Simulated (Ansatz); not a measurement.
Start of a relaxation of Al₅Cu:

```
CELL_PARAMETERS angstrom
4.86260 0.00000 0.00000
-2.43130 4.21114 0.00000
0.00000 0.00000 4.43803
ATOMIC_POSITIONS crystal
Al 0.66667 0.33333 0.00000
Al 0.33333 0.66667 0.00000
Al 0.33333 0.00000 0.50000
Al 0.00000 0.33333 0.50000
Al 0.66667 0.66667 0.50000
Cu 0.00000 0.00000 0.00000
```

Method: Ansatz 0.2.0, DFT PBE, scalar-relativistic, plane waves, PAW. Cutoff 420 eV, Gaussian smearing, Γ-centred meshes. Cell and atoms relax first on a coarse mesh and then on a finer one. In between, the cell is made exact in the group found at 0.06 Å. In metals the finer mesh still leaves noise of several meV/atom or more. The steps can't lower the symmetry of their start. No spin polarisation.

A guess keeps its type if space group and coordination stay and the shape of the cell changes little (axis ratios within about 15 %, angles within 6°); the volume may change.

Question: Will the relaxed cell still be of the starting type?

Answer: It keeps its type. The symmetry stays P-62m (No. 189). The volume per atom grows by 3.7 %, from 15.1 to 15.7 Å³. The shortest distance goes from 2.75 Å (Al–Cu and Al–Al) to 2.76 Å (Al–Al). The ratio c/a of the conventional cell changes by a factor of 1.02. Counting neighbours within 15 % of an atom's shortest distance, the start has Al 12, Cu 12 and the end Al 12, Cu 12.

The zero of energy is the elements' standard structures at the same level; no fitted shifts are applied.

Question: At what energy does it end?

Answer: +0.02 eV/atom. The formation energy is too near zero to say whether this cell lies below the elements.

The last run used a 12×12×8 mesh (in the run's order of axes) for its 6-atom cell and Gaussian smearing of 0.10 eV. The k mesh leaves some 4 meV/atom of noise in the energy of each metallic cell. Symmetry constrained the relaxation, so the result can be a saddle point. Another cell of Al5Cu relaxed alike, in P4/mmm, lies 75 meV/atom lower, so this cell isn't the stable form at this level.
